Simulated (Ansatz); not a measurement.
**Pb under changes of volume**

One of the cells (40.672 Å³/atom); the others are scaled copies at fixed shape and fractional positions:

```xyz
2
Lattice="0.0000 3.4390 3.4390 3.4390 0.0000 3.4390 3.4390 3.4390 0.0000" Properties=species:S:1:pos:R:3 pbc="T T T"
Pb    1.7195    1.7195    1.7195
Pb    0.0000    0.0000    0.0000
```

This isn't the form of Pb at room conditions, which is fcc.

* Program: Ansatz 0.2.0
* Functional: PBEsol
* Potentials or basis: all-electron LAPW, scalar-relativistic
* Cutoff: 231 eV (chosen from the basis error)
* Basis error allowed: 0.001 eV/atom
* k mesh: 7 × 7 × 7
* Occupations: fermi-dirac, width 0.05 eV
* Spin: no spin polarisation

```csv
volume (Å³/atom),energy over the lowest point (meV/atom),pressure (GPa)
38.232,24.39,2.8
39.045,?,?
39.859,4.73,1.1
40.672,0.70,0.5
41.486,0.00,-0.2
42.299,2.24,-0.7
43.112,7.13,-1.2
```

Problem. What does the run at 39.045 Å³/atom give?

Solution. Energy over the lowest point 12.47 meV/atom; pressure 1.9 GPa.

Worked out: A Birch-Murnaghan fit of order 3 (a polynomial in V^(-2/3)) to the other rows has its minimum at 41.26 Å³/atom with B0 = V·E''(V) = 30 GPa and B' = 4.8. It gives 12.48 meV/atom at 39.045 Å³/atom, against the run's 12.47, and -dE/dV = 1.9 GPa, against 1.9.

Energies are extrapolated to zero smearing.
